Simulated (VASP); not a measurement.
**Mn3Si under changes of volume**

One of the cells (10.786 Å³/atom); the others are scaled copies at fixed shape and fractional positions:

```
CELL_PARAMETERS angstrom
0.00000 2.78374 2.78374
2.78374 0.00000 2.78374
2.78374 2.78374 0.00000
ATOMIC_POSITIONS crystal
Mn 0.75000 0.75000 0.75000
Mn 0.25000 0.25000 0.25000
Mn 0.50000 0.50000 0.50000
Si 0.00000 0.00000 0.00000
```

| Quantity | Value |
| --- | --- |
| Program | VASP 6.6.1 |
| Functional | PBEsol |
| Potentials or basis | VASP PAW PBE potentials, release 64 (Mn_pv, Si) |
| Cutoff | 520 eV |
| k mesh | 8 × 8 × 8 |
| Occupations | fermi-dirac, width 0.05 eV |
| Spin | collinear spin, ferromagnetic start |
| Starting moments | [4.0, 4.0, 4.0, 0.0] μB |

| volume (Å³/atom) | energy over the lowest point (meV/atom) | pressure (GPa) | moment (μB per cell) |
| --- | --- | --- | --- |
| 10.354 | 13.35 | 9.7 | 1.24 |
| 10.570 | 3.48 | 4.5 | 1.13 |
| 10.786 | 0.00 | -0.1 | 1.07 |
| 11.002 | 2.47 | -4.3 | 1.04 |
| 11.217 | ? | ? | ? |

Problem. What does the run at 11.217 Å³/atom give?

Solution. Energy over the lowest point 10.43 meV/atom; pressure -8.1 GPa; moment 1.02 μB per cell.

Worked out: A Birch-Murnaghan fit of order 2 (a polynomial in V^(-2/3)) to the other rows has its minimum at 10.80 Å³/atom with B0 = V·E''(V) = 216 GPa. It gives 10.15 meV/atom at 11.217 Å³/atom, against the run's 10.43, and -dE/dV = -7.6 GPa, against -8.1. A parabola through the other rows of the moment, of slope 0.157 μB per Å³/atom there, extrapolates to 1.05 μB, against the run's 1.02.

Energies are extrapolated to zero smearing.

Caveats: the PAW data sets were made with another functional, which shifts forces and pressure a little.
